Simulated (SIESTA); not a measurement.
The system is V.

```xyz
2
Lattice="2.6043 0.0000 0.0000 -1.3021 2.2554 0.0000 0.0000 0.0000 4.7233" Properties=species:S:1:pos:R:3 pbc="T T T"
V     0.0000    1.5036    1.1808
V     1.3021    0.7518    3.5425
```

This isn't the form of V at room conditions, which is bcc.

Program: SIESTA 5.4.2. Alike in all runs: task band structure; level PBEsol; spin collinear, ferromagnetic start; cell as given; k mesh 12 × 12 × 6; smearing fermi-dirac 0.05 eV; grid cutoff 800 Ry; energy shift 0.003 Ry.

Task: Order these runs on this cell by their pressure, lowest first.
A. potentials or basis PseudoDojo 0.4 standard (PBEsol files), DZ (energy shift 0.003 Ry; two zetas on semicore shells)
B. potentials or basis PseudoDojo 0.4 standard (PBEsol files), SZ (energy shift 0.003 Ry)
C. potentials or basis PseudoDojo 0.4 standard (PBEsol files), SZP (energy shift 0.003 Ry)
D. potentials or basis PseudoDojo 0.4 standard (PBEsol files), TZDP (energy shift 0.003 Ry; two zetas on semicore shells)

Result: B (-14.4 GPa), A (-10.7 GPa), D (-6.5 GPa), C (-2.2 GPa).

Caveats: the basis of atomic orbitals isn't converged, which shifts pressures, moduli and gaps; the basis has no polarisation orbitals (some runs).
